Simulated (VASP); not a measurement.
A run of VASP 6.6.1 is set up as follows.

File POSCAR:

```
ZrB
1.0
    3.0271194137      0.0000000000      0.0000000000
    0.0000000000      3.0271194137      0.0000000000
    0.0000000000      0.0000000000      3.0271194137
Zr B
1 1
Direct
    0.0000000000      0.0000000000      0.0000000000
    0.5000000000      0.5000000000      0.5000000000
```

File INCAR.step1:

```
PREC = Accurate
ENCUT = 520
ISMEAR = 0
SIGMA = 0.1
LREAL = F
LASPH = T
NELM = 100
NBANDS = 14
GGA = PE
ALGO = Normal
EDIFF = 1E-4
LWAVE = T
LCHARG = F
```

INCAR.step2

```
PREC = Accurate
ENCUT = 520
EDIFF = 1E-6
ISMEAR = 0
SIGMA = 0.1
LREAL = F
LASPH = T
NELM = 100
ALGO = Normal
ISIF = 2
LWAVE = F
LCHARG = F
METAGGA = R2SCAN
LMIXTAU = T
NBANDS = 14
ISTART = 1
```

Contents of KPOINTS:

```
Automatic mesh
0
Gamma
  18 18 18
```

Potentials or basis: VASP PAW PBE potentials, release 64 (Zr_sv, B).

Run with:

```console
$ cat potpaw_PBE.64/Zr_sv/POTCAR potpaw_PBE.64/B/POTCAR > POTCAR
$ cp INCAR.step1 INCAR
$ mpirun -np 1 vasp_std > vasp.out
$ cp INCAR.step2 INCAR
$ mpirun -np 1 vasp_std > vasp.out
```

(1) What does it give for the pressure?

(2) What does it give for the band gap on the k mesh?

Answers

(1) 0.0 GPa.

(2) none (metal or under the smearing width).

Caveat: the PAW data sets were made with another functional, which shifts forces and pressure a little.
